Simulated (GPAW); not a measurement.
Crystal: Ga.

```xyz
1
Lattice="2.7165 0.0000 0.0000 0.0000 2.7165 0.0000 0.0000 0.0000 2.7165" Properties=species:S:1:pos:R:3 pbc="T T T"
Ga    0.0000    0.0000    0.0000
```

The cell was built by a generator and needn't be a form met in nature.

- Program: GPAW 26.7.0
- Task: relaxation of cell and atoms
- Functional: RPBE
- Dispersion: D4
- Potentials or basis: the program's PAW data sets (release 1.2.1) made for this functional
- Cutoff: 600 eV
- Basis: pw
- k mesh: 10 × 10 × 10
- Occupations: fermi-dirac, width 0.05 eV
- Spin: no spin polarisation

At the start: pressure -4.4 GPa; volume 20.05 Å³/atom.

Question: How do energy, volume and symmetry change on relaxing?

Answer: Over 5 steps the energy falls by 26.0 meV/atom and the volume is 18.43 Å³/atom (-8.1 %); space group Pm-3m (No. 221, to 0.05 Å).

The path:
| step | energy change (eV) | largest force (eV/Å) | pressure (GPa) | volume (Å³) |
| --- | --- | --- | --- | --- |
| 1 | 0.0000 | 0.0000 | -4.39 | 20.05 |
| 2 | -0.0119 | 0.0000 | -3.51 | 19.58 |
| 3 | -0.0237 | 0.0000 | 1.76 | 18.00 |
| 4 | -0.0259 | 0.0000 | -0.19 | 18.48 |
| 5 | -0.0260 | 0.0000 | -0.01 | 18.43 |

Final structure:
```cif
data_structure
_symmetry_space_group_name_H-M 'P 1'
_symmetry_Int_Tables_number 1
_cell_length_a 2.6415
_cell_length_b 2.6415
_cell_length_c 2.6415
_cell_angle_alpha 90.000
_cell_angle_beta 90.000
_cell_angle_gamma 90.000
_cell_volume 18.43
loop_
_atom_site_label
_atom_site_type_symbol
_atom_site_fract_x
_atom_site_fract_y
_atom_site_fract_z
_atom_site_occupancy
Ga1 Ga 0.00000 0.00000 0.00000 1
```

Caveat: later steps reuse the first step's grids; pairwise dispersion overbinds metals, which lowers pressure and volume.
